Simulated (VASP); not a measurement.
# W3S in VASP: notebook

The runs below take W3S through single point, with PBE.

All numbers are computed with VASP 6.6.1; they aren't measurements. Logs are shortened: lines on timing, memory, paths and dates and some standing lists are left out, and cuts for length are marked.

## 1. The cell of the first run

The cell holds a slab with vacuum, 4 atoms: a = 2.855 Å, b = 2.855 Å, c = 20.197 Å, α = 90.00°, β = 90.00°, γ = 120.00°.

## 2. Single point, PBE (S over (2/6, 1/6) of the surface cell, its height relaxed)

INCAR reads:

```
PREC = Accurate
ENCUT = 520
EDIFF = 1E-6
ISMEAR = 0
SIGMA = 0.1
LREAL = False
LASPH = True
NELM = 100
ALGO = Normal
ISIF = 2
LWAVE = False
LCHARG = False
LDIPOL = True
IDIPOL = 3
DIPOL = 0.5 0.5 0.369
GGA = PE
NBANDS = 32
```

KPOINTS reads:

```
Automatic mesh
0
Gamma
  9 9 1
```

POSCAR reads:

```
W3S
1.0
    2.8545944806      0.0000000000      0.0000000000
   -1.4272972403      2.4721513377      0.0000000000
    0.0000000000      0.0000000000     20.1971108355
W S
3 1
Direct
    0.6666666667      0.3333333334      0.1980481284
    0.3333333333      0.6666666667      0.3143337982
    0.0000000000      0.0000000000      0.4306116309
    0.3333333333      0.1666666666      0.5345565894
```

Potentials or basis: VASP PAW PBE potentials, release 64 (W_sv, S).

The run is started by

```console
$ cat potpaw_PBE.64/W_sv/POTCAR potpaw_PBE.64/S/POTCAR > POTCAR
$ mpirun -np 1 vasp_std > vasp.out
```

OUTCAR:

```text
PREC = Accurate
   ENCUT = 520
   EDIFF = 1E-6
   ISMEAR = 0
   LREAL = False
   LASPH = True
   NELM = 100
   ISIF = 2
   GGA = PE

 ion  position               nearest neighbor table
   1  0.667  0.333  0.198-   2 2.87   2 2.87   2 2.87
   2  0.333  0.667  0.314-   3 2.87   3 2.87   3 2.87   1 2.87   1 2.87   1 2.87
   3  0.000  0.000  0.431-   4 2.26   2 2.87   2 2.87   2 2.87   4 3.03   4 3.03
   4  0.333  0.167  0.535-   3 2.26   3 3.03   3 3.03

  LATTYP: Found a hexagonal cell.
 ALAT       =     2.8545944806
 C/A-ratio  =     7.0752994770

  Lattice vectors:

 A1 = (   2.8545944806,   0.0000000000,   0.0000000000)
 A2 = (  -1.4272972403,   2.4721513377,   0.0000000000)
 A3 = (   0.0000000000,   0.0000000000,  20.1971108355)

Analysis of symmetry for initial positions (statically):
=====================================================================
 Subroutine PRICEL returns:
 Original cell was already a primitive cell.

 Routine SETGRP: Setting up the symmetry group for a
 hexagonal supercell.

 Subroutine GETGRP returns: Found  2 space group operations
 (whereof  2 operations were pure point group operations)
 out of a pool of 24 trial point group operations.

The static configuration has the point symmetry C_1h.

Analysis of symmetry for dynamics (positions and initial velocities):
=====================================================================
 Subroutine PRICEL returns:
 Original cell was already a primitive cell.

 Routine SETGRP: Setting up the symmetry group for a
 hexagonal supercell.

 Subroutine GETGRP returns: Found  2 space group operations
 (whereof  2 operations were pure point group operations)
 out of a pool of 24 trial point group operations.

The dynamic configuration has the point symmetry C_1h.

 Subroutine INISYM returns: Found  2 space group operations
 (whereof  2 operations are pure point group operations),
 and found     1 'primitive' translations

----------------------------------------------------------------------------------------

                                     Primitive cell

  volume of cell :     142.5308

  direct lattice vectors                    reciprocal lattice vectors
     2.854594481  0.000000000  0.000000000     0.350312455  0.202252990  0.000000000
    -1.427297240  2.472151338  0.000000000     0.000000000  0.404505980  0.000000000
     0.000000000  0.000000000 20.197110835     0.000000000  0.000000000  0.049512032

  length of vectors
     2.854594481  2.854594481 20.197110835     0.404505980  0.404505980  0.049512032

  position of ions in fractional coordinates (direct lattice)
     0.666666667  0.333333333  0.198048128
     0.333333333  0.666666667  0.314333798
     0.000000000  0.000000000  0.430611631
     0.333333333  0.166666667  0.534556589

  ion indices of the primitive-cell ions
   primitive index   ion index
                 1           1
                 2           2
                 3           3
                 4           4

----------------------------------------------------------------------------------------

 KPOINTS: Automatic mesh

Automatic generation of k-mesh.
 Grid dimensions read from file:
 generate k-points for:    9    9    1

 Generating k-lattice:

  Cartesian coordinates                     Fractional coordinates (reciprocal lattice)
     0.038923606  0.022472554  0.000000000     0.111111111  0.000000000  0.000000000
     0.000000000  0.044945109  0.000000000     0.000000000  0.111111111  0.000000000
     0.000000000  0.000000000  0.049512032     0.000000000  0.000000000  1.000000000

  Length of vectors
     0.044945109  0.044945109  0.049512032

  Shift w.r.t. Gamma in fractional coordinates (k-lattice)
     0.000000000  0.000000000  0.000000000

 Subroutine IBZKPT returns following result:
 ===========================================

 Found     25 irreducible k-points:

 Following reciprocal coordinates:
            Coordinates               Weight
  0.000000  0.000000  0.000000      1.000000
  0.111111 -0.000000  0.000000      2.000000
  0.000000  0.111111  0.000000      4.000000
  0.222222 -0.000000  0.000000      2.000000
  0.000000  0.222222  0.000000      4.000000
  0.333333  0.000000  0.000000      2.000000
[... 16 lines left out ...]
 -0.222222 -0.444444  0.000000      4.000000
  0.444444  0.333333  0.000000      4.000000
   k-points           NKPTS =     25   k-points in BZ     NKDIM =     25   number of bands    NBANDS=     32
   number of dos      NEDOS =    301   number of ions     NIONS =      4
   total plane-waves  NPLWV =  86400
   dimension x,y,z NGX =    24 NGY =   24 NGZ =  150
   dimension x,y,z NGXF=    48 NGYF=   48 NGZF=  300
   ions per type =               3   1
   NGX,Y,Z   is equivalent  to a cutoff of  13.98, 13.98, 12.35 a.u.
   NGXF,Y,Z  is equivalent  to a cutoff of  27.95, 27.95, 24.69 a.u.
 SYSTEM =  unknown system
   PREC   = accura    normal or accurate (medium, high low for compatibility)
   ISTART =      0    job   : 0-new  1-cont  2-samecut
   ICHARG =      2    charge: 1-file 2-atom 10-const
   ISPIN  =      1    spin polarized calculation?
   LNONCOLLINEAR =      F non collinear calculations
   LSORBIT =      F    spin-orbit coupling
   LASPH  =      T    aspherical Exc in radial PAW
   ENCUT  =  520.0 eV  38.22 Ry    6.18 a.u.   5.31  5.31 37.55*2*pi/ulx,y,z
   NELM   =    100;   NELMIN=  2; NELMDL= -5     # of ELM steps
   EDIFF  = 0.1E-05   stopping-criterion for ELM
   LREAL  =      F    real-space projection
   EDIFFG = 0.1E-04   stopping-criterion for IOM
   NSW    =      0    number of steps for IOM
   IBRION =     -1    ionic relax: 0-MD 1-quasi-New 2-CG
   NFREE  =      0    steps in history (QN), initial steepest desc. (CG)
   ISIF   =      2    stress and relaxation
   ISYM   =      2    0-nonsym 1-usesym 2-fastsym
   POTIM  = 0.5000    time-step for ionic-motion
   TEBEG  =    0.0;   TEEND  =   0.0 temperature during run
   PSTRESS=    0.0 pullay stress
   NELECT =      48.0000    total number of electrons
   NUPDOWN=      -1.0000    fix difference up-down
   EMIN   =  10.00;   EMAX   =-10.00  energy-range for DOS
   EFERMI =   0.00;   METHOD = LEGACY
   ISMEAR =     0;   SIGMA  =   0.10  broadening in eV -4-tet -1-fermi 0-gaus
   EFERMI_NEDOS =   21; number of points for ismear=-14 and -15
   IALGO  =     38    algorithm
   IMIX   =      4    mixing-type and parameters
     AMIX     =   0.40;   BMIX     =  1.00
     AMIX_MAG =   1.60;   BMIX_MAG =  1.00
  volume/ion in A,a.u.               =      35.63       240.46
  Fermi-wavevector in a.u.,A,eV,Ry     =   1.138988  2.152374 17.650740  1.297293
  Thomas-Fermi vector in A             =   2.275692
   LORBIT       =      0    0 simple, 1 ext, 2 COOP (PROOUT), +10 PAW based schemes
   GGA     = PE    functional components
   LHFCALC =     F    Hartree Fock is set to
   AEXX    =    0.0000 exact exchange contribution
   IVDW    =     0    specifies the selected vdW correction
   LEPSILON=     F    determine dielectric tensor
   LRPA    =     F    only Hartree local field effects (RPA)
 non-spin polarized calculation
 Gauss-broadening in eV      SIGMA  =   0.10
  energy-cutoff  :      520.00
  volume of cell :      142.53
 maximum number of plane-waves:      3867
 NGX is ok and might be reduce to    24
   NGX = 11   NGY = 11   NGZ = 75

 dipolmoment           0.000000      0.000000      0.613022 electrons x Angstroem

 number of electron      48.0000001 magnetization

 dipolmoment           0.000000      0.000000     -0.016941 electrons x Angstroem

 Free energy of the ion-electron system (eV)
  ---------------------------------------------------
  ext. energy  EPLUGINS =         0.00000000
  ---------------------------------------------------
  free energy    TOTEN  =       -39.76471444 eV

  energy without entropy =      -39.73961188  energy(sigma->0) =      -39.75216316

 E-fermi :   1.9286     XC(G=0):  -6.7050

 val. band max:        1.9212916950   @ k =  -0.1111   0.2222   0.0000
 cond. band min:       1.9340458335   @ k =   0.0000   0.3333   0.0000
 fundamental gap:      0.0127541385
 Fermi energy:         1.9285870015

 k-point     1 :       0.0000    0.0000    0.0000
  band No.  band energies     occupation
      1     -72.1268      2.00000
      2     -71.8158      2.00000
      3     -71.7606      2.00000
      4     -36.6726      2.00000
      5     -36.2820      2.00000
      6     -35.9232      2.00000
[... 24 lines left out ...]
     31       4.4876      0.00000
     32       4.9609      0.00000

 k-point     2 :       0.1111   -0.0000    0.0000
  band No.  band energies     occupation
      1     -72.1185      2.00000
      2     -71.8067      2.00000
      3     -71.7539      2.00000
      4     -36.6455      2.00000
      5     -36.2731      2.00000
      6     -36.0321      2.00000
[... 24 lines left out ...]
     31       4.6472      0.00000
     32       5.0216      0.00000

 k-point     3 :       0.0000    0.1111    0.0000
  band No.  band energies     occupation
      1     -72.1185      2.00000
      2     -71.8067      2.00000
      3     -71.7539      2.00000
      4     -36.6460      2.00000
      5     -36.2720      2.00000
      6     -35.9874      2.00000
[... 24 lines left out ...]
     31       4.5455      0.00000
     32       4.8348      0.00000

 k-point     4 :       0.2222   -0.0000    0.0000
  band No.  band energies     occupation
      1     -72.0973      2.00000
      2     -71.7834      2.00000
      3     -71.7368      2.00000
      4     -36.5801      2.00000
      5     -36.3345      2.00000
      6     -36.2141      2.00000
[... 24 lines left out ...]
     31       5.0428      0.00000
     32       5.1313      0.00000

 k-point     5 :       0.0000    0.2222    0.0000
  band No.  band energies     occupation
      1     -72.0975      2.00000
      2     -71.7834      2.00000
      3     -71.7368      2.00000
      4     -36.5818      2.00000
      5     -36.2881      2.00000
      6     -36.1931      2.00000
[... 584 lines left out ...]
     31       6.7124      0.00000
     32       7.2719      0.00000

 k-point    22 :       0.3333    0.2222    0.0000
  band No.  band energies     occupation
      1     -72.0505      2.00000
      2     -71.7294      2.00000
      3     -71.7014      2.00000
      4     -36.6864      2.00000
      5     -36.4780      2.00000
      6     -36.2988      2.00000
[... 24 lines left out ...]
     31       6.4765      0.00000
     32       8.8126      0.00000

 k-point    23 :      -0.2222   -0.4444    0.0000
  band No.  band energies     occupation
      1     -72.0507      2.00000
      2     -71.7293      2.00000
      3     -71.7014      2.00000
      4     -36.5978      2.00000
      5     -36.4886      2.00000
      6     -36.3626      2.00000
[... 24 lines left out ...]
     31       6.9098      0.00000
     32       8.6785      0.00000

 k-point    24 :       0.4444    0.3333    0.0000
  band No.  band energies     occupation
      1     -72.0507      2.00000
      2     -71.7294      2.00000
      3     -71.7014      2.00000
      4     -36.6388      2.00000
      5     -36.4860      2.00000
      6     -36.3266      2.00000
[... 24 lines left out ...]
     31       6.7509      0.00000
     32       8.7049      0.00000

 [... further k-points ...]

------------------------ aborting loop because EDIFF is reached ----------------------------------------

 vacuum level on the upper side and lower side of the slab       (xc-potential included)        -0.436        -0.013

  FORCE on cell =-STRESS in cart. coord.  units (eV):
  Direction    XX          YY          ZZ          XY          YZ          ZX
  --------------------------------------------------------------------------------------
  -------------------------------------------------------------------------------------
  Total       -1.7450084     -2.2378522     -0.0594626      0.4268152      0.9619715      1.6661816
  in kB      -19.6155000    -25.1555175     -0.6684144      4.7977959     10.8134447     18.7294146
  external PRESSURE =     -15.1464773 kB  Pullay stress =       0.0000000 kB

 VOLUME and BASIS-vectors are now :
 -----------------------------------------------------------------------------
  energy-cutoff  :      520.00
  volume of cell :      142.53
      direct lattice vectors                 reciprocal lattice vectors
     2.854594481  0.000000000  0.000000000     0.350312455  0.202252990  0.000000000
    -1.427297240  2.472151338  0.000000000     0.000000000  0.404505980  0.000000000
     0.000000000  0.000000000 20.197110835     0.000000000  0.000000000  0.049512032

 POSITION                                       TOTAL-FORCE (eV/Angst)
 -----------------------------------------------------------------------------------
      1.42730      0.82405      4.00000         0.018533      0.010700      0.022479
     -0.00000      1.64810      6.34863        -0.016745     -0.009668     -0.051571
      0.00000      0.00000      8.69711        -0.818136     -0.472351      0.045017
      0.71365      0.41203     10.79650         0.816348      0.471319     -0.015926
 -----------------------------------------------------------------------------------
    total drift:                               -0.000003     -0.000002      0.000192

  FREE ENERGIE OF THE ION-ELECTRON SYSTEM (eV)
  ---------------------------------------------------
  free  energy   TOTEN  =       -39.7647144449 eV

  energy  without entropy=      -39.7396118839  energy(sigma->0) =      -39.75216316

 vacuum level on the upper side and lower side of the slab         6.421         6.843
```

Wall time 2.9 min (1 thread of Intel Xeon Platinum 8488C (Sapphire Rapids), shared host); peak memory 0.32 GiB.

What came out:

| Quantity | Value |
| --- | --- |
| Free energy | -39.7647 eV |
| Largest force | 0.946 eV/Å |
| Band gap on the k mesh | none (metal or under the smearing width) |

Forces in eV/Å, atoms in the order of the input:
```
W    0.019  0.011  0.022
W   -0.017 -0.010 -0.052
W   -0.818 -0.472  0.045
S    0.816  0.471 -0.016
```

(Continued in part 2 of 2.)
